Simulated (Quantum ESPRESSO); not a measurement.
Crystal: HfO2.

```
Hf O
1.0
     3.55802    0.00000    0.00000
     0.00000    3.55802    0.00000
     0.00000    0.00000    5.17186
Hf O
2 4
Direct
  0.00000 0.00000 0.00000
  0.50000 0.50000 0.50000
  0.00000 0.50000 0.19721
  0.50000 0.00000 0.30279
  0.50000 0.00000 0.80279
  0.00000 0.50000 0.69721
```

Measurements of this composition are mostly on another form, of space group No. 14.

Base run:

```yaml
Program: Quantum ESPRESSO 7.5
Functional: WC
Potentials_or_basis: GBRV 1.5 PBE
Cutoff: 612 eV
Density_cutoff: 4898 eV
k_mesh: 6 × 6 × 4, shifted
Occupations: fermi-dirac, width 0.05 eV
Spin: no spin polarisation
```

Its results: pressure 1.2 GPa; largest force 0.122 eV/Å; electronic dielectric tensor (diagonal) 5.24, 5.24, 4.72.

Problem. After a change of settings the same cell gave: pressure 15.6 GPa; largest force 0.188 eV/Å; electronic dielectric tensor (diagonal) 5.07, 5.07, 4.58. Which change was it?
A. functional from WC to LDA; potentials or basis from GBRV 1.5 PBE to GBRV 1.5 LDA
B. functional from WC to AM05
C. functional from WC to BLYP
D. functional from WC to PBE

Solution. C.

BLYP binds less tightly than WC, so the same cell stands under more pressure.

Caveats: the potentials were made for another functional, which shifts forces and pressure; the cell is more than 3 GPa from zero pressure, which shifts response properties (some runs).
